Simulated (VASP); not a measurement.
BAs: relaxation of cell and atoms with vdW-DF-cx

BAs:

```xyz
2
Lattice="0.0000 2.3885 2.3885 2.3885 0.0000 2.3885 2.3885 2.3885 0.0000" Properties=species:S:1:pos:R:3 pbc="T T T"
As    3.5827    3.5827    3.5827
B     0.0000    0.0000    0.0000
```

```json
{
  "Program": "VASP 6.6.1",
  "Task": "relaxation of cell and atoms",
  "Functional": "vdW-DF-cx",
  "Potentials or basis": "VASP PAW PBE potentials, release 64 (As, B)",
  "Cutoff": "600 eV",
  "k mesh": "10 × 10 × 10",
  "Occupations": "fermi-dirac, width 0.05 eV",
  "Spin": "no spin polarisation",
  "Further INCAR settings": "ALGO = Normal; EDIFF = 1e-06; IBRION = 2; EDIFFG = -0.01; NSW = 40; ISIF = 3"
}
```

* Relaxed volume: 13.82 Å³/atom
* Relaxed cell: a = 3.394 Å, b = 3.394 Å, c = 3.394 Å, α = 60.00°, β = 60.00°, γ = 60.00°
* Space group after relaxing (to 0.05 Å): F-43m (No. 216)
* Energy gained by relaxing: 1.2 meV/atom
* Ionic steps: 3
* Pressure after relaxing: 0.0 GPa
* Band gap on the k mesh: 1.14 eV, indirect (least direct gap 3.23 eV)

The path:
```csv
step,energy change (eV),largest force (eV/Å),pressure (GPa),volume (Å³)
1,0.0000,0.0000,1.98,27.25
2,-0.0012,0.0000,-1.35,27.92
3,-0.0024,0.0000,0.01,27.64
```

Final structure:
```
As B
1.0
     0.00000    2.39975    2.39975
     2.39975    0.00000    2.39975
     2.39975    2.39975    0.00000
As B
1 1
Direct
  0.75000 0.75000 0.75000
  0.00000 0.00000 0.00000
```

Levels at points of the mesh, in eV from the valence-band top:
```tsv
k point	band 1	band 2	band 3	band 4	band 5	band 6	band 7	band 8
(0.00, 0.00, 0.00)	-15.30	0.00	0.00	0.00	3.23	3.23	3.23	4.50
(0.50, 0.00, 0.00)	-12.47	-8.71	-1.80	-1.80	2.59	4.73	4.73	8.77
(0.50, 0.50, 0.00)	-11.18	-8.46	-4.04	-4.04	1.39	1.39	11.23	11.23
```

Run time: 72 s on 1 thread of Intel(R) Xeon(R) Platinum 8559C (Emerald Rapids) (shared host), peak memory 0.33 GiB.

Caveat: the PAW data sets were made with another functional, which shifts forces and pressure a little. Zero-point motion and thermal expansion aren't in these numbers.
